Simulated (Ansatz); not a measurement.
Runs of Ansatz 0.2.0 on ZrC. It takes space group Fm-3m (No. 225, cubic). Conventional cell: a = 4.730 Å, b = 4.730 Å, c = 4.730 Å, α = 90.00°, β = 90.00°, γ = 90.00°. Around Zr (site symmetry m-3m) lie 6 C at 2.37 Å. C (site symmetry m-3m) has 6 Zr at 2.37 Å as nearest neighbours. 

```tsv
task	level	cell	cutoff (eV)	smearing	gap on the mesh (eV)	pressure (GPa)	relaxed volume (Å³/atom)
single point	PBEsol	as given	254	gaussian 0.1 eV	none	(b)	-
single point	PBE	as given	254	gaussian 0.014 eV	-	-2.9	-
single point	PBE	as given	254	gaussian 0.011 eV	0.10	-2.9	-
relaxation of cell and atoms	RPBE+D4	relaxed	-	fermi-dirac 0.05 eV	-	0.0	12.85
relaxation of cell and atoms	PBEsol+D3(BJ)	relaxed	-	fermi-dirac 0.05 eV	-	0.0	(a)
```

Alike in all rows: potentials or basis all-electron LAPW, scalar-relativistic; no spin polarisation; k mesh 10 × 10 × 10; basis error allowed 0.001 eV/atom.

Question: Estimate the missing entries.

Answer: (a) 12.45; (b) -8.4.

A k mesh can miss the band edges, and the runs leave out spin-orbit coupling on Zr.

A gap of «none» marks a metal or a gap under the smearing width.
